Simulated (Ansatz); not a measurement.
`C1=CC1` + `F[C](F)F`• → `[CH]1C=C1`• + trifluoromethane  (hydrogen abstraction from a C–H bond)

Computed with Ansatz on PBE0-D4/def2-TZVP structures; ΔE is electronic, products minus reactants. CCSD(T)/CBS is the MP2 limit (def2-TZVPP, def2-QZVPP) plus CCSD(T) − MP2 in def2-TZVPP, frozen cores. This one scheme is used for every species. Functionals use def2-TZVPP. HSE06 is defined as in plane-wave codes. Open shells (•) are unrestricted, without spin–orbit coupling.

```json
{"level": "LDA (SPW92)", "ΔE (kJ/mol)": "-18.4", "difference from CCSD(T)/CBS": "10.2"}
{"level": "PBE0-D4", "ΔE (kJ/mol)": "-21.8", "difference from CCSD(T)/CBS": "6.8"}
{"level": "HSE06-D4", "ΔE (kJ/mol)": "-21.8", "difference from CCSD(T)/CBS": "6.8"}
{"level": "PBE-QIDH", "ΔE (kJ/mol)": "-24.8", "difference from CCSD(T)/CBS": "3.8"}
{"level": "PBE", "ΔE (kJ/mol)": "-17.4", "difference from CCSD(T)/CBS": "11.2"}
{"level": "BLYP", "ΔE (kJ/mol)": "-19.8", "difference from CCSD(T)/CBS": "8.8"}
{"level": "HF/def2-TZVPP", "ΔE (kJ/mol)": "-28.8", "difference from CCSD(T)/CBS": "-0.2"}
{"level": "CCSD(T)/def2-TZVPP", "ΔE (kJ/mol)": "-26.2", "difference from CCSD(T)/CBS": "2.4"}
{"level": "SCS-MP2/def2-QZVPP", "ΔE (kJ/mol)": "-28.7", "difference from CCSD(T)/CBS": "-0.1"}
{"level": "HF/CBS(def2)", "ΔE (kJ/mol)": "-28.4", "difference from CCSD(T)/CBS": "0.2"}
{"level": "CCSD(T)/CBS", "ΔE (kJ/mol)": "-28.6", "difference from CCSD(T)/CBS": "0"}
```

Largest T1 diagnostic among the species: 0.014.

At CCSD(T), def2-SVP lies +9.2 kJ/mol from the extrapolated value and def2-TZVPP +2.4 kJ/mol. From PBE to PBE0 (25 % exact exchange), in def2-TZVPP and without D4, ΔE moves by −4.6 kJ/mol. Leaving LDA and LC-ωPBE aside and taking each functional with its dispersion term where it has one, the values, not all of them listed here, spread over 12.9 kJ/mol, from B97M-V to revPBE-D4.

CCSD(T)/CBS has its own doubt, a few kJ/mol and more with outer-core shells, so smaller differences from it don't rank the levels.
